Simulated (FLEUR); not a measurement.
ZnS (Wurtzite-2H): band structure with PBEsol

**Experimental background.**

A printed reference work, monograph reports, for a bulk crystal of ZnS at 4 K: band gap 3.911 eV (direct).

The system is ZnS (Wurtzite-2H).

```
Zn S
1.0
     3.81100    0.00000    0.00000
    -1.90550    3.30042    0.00000
     0.00000    0.00000    6.23400
Zn S
2 2
Direct
  0.66667 0.33333 0.50000
  0.33333 0.66667 0.00000
  0.66667 0.33333 0.88500
  0.33333 0.66667 0.38500
```

```json
{
  "Program": "FLEUR MaX-R8.1 (later development tree)",
  "Task": "band structure",
  "Functional": "PBEsol",
  "Potentials or basis": "all-electron",
  "Basis": "FLAPW",
  "Kmax": "5.16 1/bohr",
  "k mesh": "8 × 8 × 5",
  "Occupations": "fermi-dirac, width 0.05 eV",
  "Spin": "no spin polarisation",
  "Gmax": "16 1/bohr",
  "Muffin-tin radii": "Zn 2.15, S 1.9 bohr",
  "lmax": "Zn 9, S 8",
  "lnonsphr": "Zn 9, S 8",
  "Local orbitals a species": "Zn 6, S 4",
  "Max iterations": "60",
  "Mixing factor": "0.05",
  "Mixer": "Anderson",
  "Mixer history": "15",
  "Density convergence": "1e-05 me/bohr^3"
}
```

```yaml
Band_gap_on_the_k_mesh: 2.11 eV, direct
Band_gap_along_the_path: 2.11 eV, direct
Valence_electrons_inside_the_program's_atomic_spheres: Zn 18.46; S 3.58 (radii Zn 2.15, S 1.9 bohr)
```

Levels at the corners of the path, in eV from the valence-band top:
```tsv
point	band 24	band 25	band 26	band 27	band 28	band 29
Γ	-0.01	-0.01	0.00	2.11	2.88	6.18
M	-2.28	-1.59	-0.99	3.48	4.16	5.04
K	-2.25	-2.25	-2.25	4.30	5.87	5.87
Γ	-0.01	-0.01	0.00	2.11	2.88	6.18
A	-0.46	-0.46	-0.46	3.40	3.40	6.61
L	-1.68	-1.55	-1.55	3.48	3.48	5.02
H	-3.16	-1.27	-1.27	4.42	4.42	6.32
A	-0.46	-0.46	-0.46	3.40	3.40	6.61
L	-1.68	-1.55	-1.55	3.48	3.48	5.02
M	-2.28	-1.59	-0.99	3.48	4.16	5.04
K	-2.25	-2.25	-2.25	4.30	5.87	5.87
H	-3.16	-1.27	-1.27	4.42	4.42	6.32
```

Core levels (eV from the Fermi level):
| atom | levels |
| --- | --- |
| 1 Zn | 1s1/2 -9510.5, 2s1/2 -1152.6, 2p1/2 -1014.8, 2p3/2 -991.0 |
| 2 Zn | 1s1/2 -9510.5, 2s1/2 -1152.6, 2p1/2 -1014.8, 2p3/2 -991.0 |
| 3 S | 1s1/2 -2394.4, 2s1/2 -204.3, 2p1/2 -150.2, 2p3/2 -148.9 |
| 4 S | 1s1/2 -2394.4, 2s1/2 -204.3, 2p1/2 -150.2, 2p3/2 -148.9 |

Run time: 5.2 min on 4 MPI ranks on AMD EPYC 7R43 64-Core Processor (Zen 3), on a shared host.

Against the measured gap of ZnS, 3.911 eV (direct; 4 K; a printed reference work, monograph), the calculated 2.11 eV is off by -1.80 eV. The value is that of PBEsol, without temperature or zero-point motion. Semilocal functionals fall short of measured gaps as a rule.
